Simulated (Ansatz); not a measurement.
ZrO2:

```
Zr O
1.0
     3.59610    0.00000    0.00000
     0.00000    3.59610    0.00000
     0.00000    0.00000    5.17700
Zr O
2 4
Direct
  0.50000 0.50000 0.50000
  0.00000 0.00000 0.00000
  0.50000 0.00000 0.79700
  0.50000 0.00000 0.29700
  0.00000 0.50000 0.70300
  0.00000 0.50000 0.20300
```

Base run:

| Property | Result |
| --- | --- |
| Program | Ansatz 0.2.0 |
| Functional | RPBE |
| Potentials or basis | Ansatz PAW |
| Cutoff | 420 eV (not typed: the program's choice for these potentials) |
| k mesh | 7 × 7 × 5 |
| Occupations | fermi-dirac, width 0.05 eV |
| Spin | no spin polarisation |

Its results: band gap on the k mesh 4.06 eV, indirect (least direct gap 4.17 eV); pressure 9.9 GPa; largest force 0.042 eV/Å.

Task: After a change of settings the same cell gave: band gap on the k mesh 4.05 eV, indirect (least direct gap 4.16 eV); pressure 8.6 GPa; largest force 0.041 eV/Å. Which change was it?
A. functional from RPBE to PBE; occupations from fermi-dirac, width 0.05 eV to gaussian, width 0.012 eV
B. functional from RPBE to revPBE
C. functional from RPBE to r2SCAN; cutoff from 420 eV (not typed: the program's choice for these potentials) to 500 eV (not typed: the program's choice for these potentials)
D. functional from RPBE to BLYP

Result: B.

Caveats: the PAW data sets come from PBE, with cores solved anew for the run's functional, which leaves a small shift of forces and pressure.
